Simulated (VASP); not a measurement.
# TiB₂: convergence, relaxation of the cell

TiB₂, P1 (no. 1), 3 atoms in the cell. PBE, relaxation of the cell; PAW potentials Ti_sv, B (PBE set). VASP 6.6.1.

Wanted: cell lengths a, b, c within 0.2 %; volume within 0.4 %.

The series start from Relaxations run in a row: 2; Cutoff ENCUT (eV): 450; Force threshold EDIFFG (eV/Å): -0.01; Relaxation method: conjugate gradient, POTIM 0.5; Precision mode: Accurate. Each series keeps the choices made before it, and each single choice may use up half of a tolerance. Times cover all steps of a run.

## Relaxations run in a row

| Relaxations run in a row | Cell lengths a, b, c, largest deviation against the largest value | Volume (Å³/atom) | Time (s) |
|---|---|---|---|
| 1 | 0 % | 8.568 | 183 |
| 2 | 0 % | 8.568 | 184 |
| 3 (reference) | 0 % | 8.568 | 205 |

Chosen: 1, the loosest value from which every tighter one stays within half of the tolerance.

## Cutoff ENCUT (eV)

| Cutoff ENCUT (eV) | Cell lengths a, b, c, largest deviation against the largest value | Volume (Å³/atom) | Time (s) |
|---|---|---|---|
| 300 | 0.14 % | 8.532 | 117 |
| 350 | 0.064 % | 8.553 | 145 |
| 400 | 0.026 % | 8.562 | 159 |
| 450 | 0.0025 % | 8.568 | 183 |
| 500 | 0.0053 % | 8.569 | 175 |
| 550 | 0.00031 % | 8.568 | 152 |
| 600 (reference) | 0 % | 8.568 | 199 |

Chosen: 350.

## Force threshold EDIFFG (eV/Å)

| Force threshold EDIFFG (eV/Å) | Cell lengths a, b, c, largest deviation against the largest value | Volume (Å³/atom) | Time (s) |
|---|---|---|---|
| -0.05 | 0.036 % | 8.559 | 97 |
| -0.02 | 0.017 % | 8.553 | 106 |
| -0.01 | 0.017 % | 8.553 | 145 |
| -0.005 | 0.011 % | 8.547 | 123 |
| -0.002 (reference) | 0 % | 8.549 | 142 |

Chosen: -0.05.

## Relaxation method

| Relaxation method | Cell lengths a, b, c, largest deviation against the largest value | Volume (Å³/atom) | Time (s) |
|---|---|---|---|
| conjugate gradient, POTIM 0.5 | 0 % | 8.559 | 97 |
| conjugate gradient, POTIM 0.2 | 0.048 % | 8.55 | 96 |
| conjugate gradient, POTIM 1.0 | 0.031 % | 8.554 | 150 |
| quasi-Newton, POTIM 0.5 | 0.033 % | 8.551 | 85 |
| quasi-Newton, POTIM 0.5, at least 5 electronic steps | 0.033 % | 8.551 | 83 |
| velocity quench, POTIM 0.1 | 0.14 % | 8.525 | 145 |

Chosen: quasi-Newton, POTIM 0.5, at least 5 electronic steps; it saves 14.5 s of 97, so conjugate gradient, POTIM 0.5 would do nearly as well.

## Precision mode

| Precision mode | Cell lengths a, b, c, largest deviation against the largest value | Volume (Å³/atom) | Time (s) |
|---|---|---|---|
| Accurate | 0 % | 8.551 | 83 |
| Normal | 0.0025 % | 8.551 | 57 |
| High | 0.00031 % | 8.551 | 86 |

Chosen: Normal, the fastest of those that stay within half of the tolerance.

The choices weren't compared together with a run at all the tightest settings, so their joint error isn't shown.

## The input

INCAR.step1:
```
SYSTEM = TiB2
ALGO     = Normal         ! electronic algorithm
EDIFF    = 1E-7           ! SCF threshold, eV
EDIFFG   = -0.05          ! ionic threshold
ENCUT    = 350            ! plane-wave cutoff, eV
IBRION   = 1              ! ionic algorithm
ISIF     = 3              ! what is computed and relaxed
ISMEAR   = 1              ! smearing method
KPAR     = 8            
LASPH    = .TRUE.         ! aspherical terms in the spheres
LCHARG   = .FALSE.        ! write CHGCAR
LREAL    = .FALSE.        ! projectors in reciprocal space
LWAVE    = .FALSE.        ! write WAVECAR
NELM     = 100            ! most SCF steps
NELMIN   = 5            
NSW      = 60             ! ionic steps
POTIM    = 0.5            ! step
PREC     = Normal         ! precision mode
SIGMA    = 0.1            ! smearing width, eV
```

INCAR.step2, as INCAR.step1 but for:
```
- EDIFFG = -0.05
- IBRION = 1
- ISIF = 3
- NELMIN = 5
- NSW = 60
- POTIM = 0.5
+ ISIF = 2
+ NSW = 0
```

KPOINTS:
```
k-points
0
Gamma
  10 10 9
```

POSCAR.step1:
```
TiB2
1.0
    3.1014200000     -0.0089240000     -0.0038270000
   -1.5584380000      2.7083380000      0.0184040000
   -0.0040790000      0.0202930000      3.3061190000
Ti B
1 2
Direct
    0.0099940000      0.0006900000     -0.0005370000
    0.6583590000      0.3351290000      0.5007070000
    0.3316470000      0.6641810000      0.4998300000
```

POSCAR.step2:
```
TiB2
1.0
    3.0297904980     -0.0003413806     -0.0000763459
   -1.5152136543      2.6249733726      0.0006056055
   -0.0000507197      0.0004640516      3.2258574489
Ti B
1 2
Direct
   -0.0000375971      0.0000052735      1.0000052531
    0.6666213942      0.3333509984      0.5000827432
    0.3334162028      0.6666437281      0.4999120037
```

Commands (each step's output is kept before the next begins):
```
cat potpaw_PBE.64/Ti_sv/POTCAR potpaw_PBE.64/B/POTCAR > POTCAR
cp INCAR.step1 INCAR
cp POSCAR.step1 POSCAR
mpirun -np 8 vasp_std > vasp.out
cp CONTCAR POSCAR
cp INCAR.step2 INCAR
cp POSCAR.step2 POSCAR
mpirun -np 8 vasp_std > vasp.out
```

Limits: the start was distorted on purpose (volume up by 6 %, random strain, atoms moved at random), so the space group given is the start's and not the crystal's.

The chosen input took VASP 6.6.1 57 s on 8 cores (Intel Xeon Platinum 8259CL @ 2.50GHz (Skylake/Cascade Lake)), a shared host.

## An input that fails: cell kept fixed (ISIF = 2) though it was to relax

It runs to its end, but against the unchanged starting input it is off by 2.9 % in the cell lengths a, b, c, 7.9 % in the volume.

Changes against the starting input:
```
- ISIF = 3
+ ISIF = 2
(POSCAR.step3)
-    3.0320497423      0.0002889293      0.0000409597
-   -1.5157891263      2.6256546205     -0.0002256529
-    0.0000581671     -0.0003810671      3.2283576752
+    3.1014200000     -0.0089240000     -0.0038270000
+   -1.5584380000      2.7083380000      0.0184040000
+   -0.0040790000      0.0202930000      3.3061190000
-    0.0000941207      0.9999801537      0.9999890188
-    0.6666722948      0.3333413096      0.5001298673
-    0.3332335845      0.6666785368      0.4998811139
+    0.9998884448      0.9999269666      0.9999689969
+    0.6664760529      0.3331717938      0.5001446033
+    0.3336355023      0.6669012396      0.4998863998
```
